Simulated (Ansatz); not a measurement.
**ScAl₂: how the energy converges with the cutoff**

ScAl₂, Fd-3m, a = 7.555 Å. The structure is a Materials Project entry; whether it is the stable form wasn't checked. Ansatz: r2SCAN, PAW, cutoff varied, Γ-centred 8×8×8 mesh on 6 atoms, Gaussian smearing 0.10 eV; no spin polarisation. Single points at one geometry, the cutoff alone changed; ΔE is the energy at zero smearing over the run at 850 eV. The runs up to 460 eV lie under the cutoff recommended for these PAW datasets.

| cutoff (eV) | ΔE (meV/atom) |
| --- | --- |
| 150 | 5138.88 |
| 200 | 993.19 |
| 250 | 197.06 |
| 300 | 41.47 |
| 350 | 9.73 |
| 380 | 5.37 |
| 460 | 2.05 |
| 500 | 1.34 |
| 520 | 1.08 |
| 600 | 0.53 |
| 700 | ? |

Problem. Assume ΔE falls exponentially with the cutoff, fit y = ln ΔE against x, the cutoff in eV, to the other rows, and predict the missing value.

Solution. y = 8.545, 6.901, 5.284, 3.725, 2.275, 1.681, 0.718, 0.293, 0.077, -0.635. Means x = 371.0, y = 2.8864; Σ(Δx)² = 197490, ΣΔxΔy = -4037; the slope is their ratio. y = 10.47 − 0.02044 x, a factor of ten per 113 eV. At 700 eV this gives ΔE = 0.02 meV/atom. The run gave 0.32, a ratio of 0.06. Between neighbouring rows the decay runs from a factor of ten per 70 eV to one per 456 eV, so one exponential is only a rough guide. The fast fall gives way to a slow tail, so a fit to low cutoffs promises convergence too early.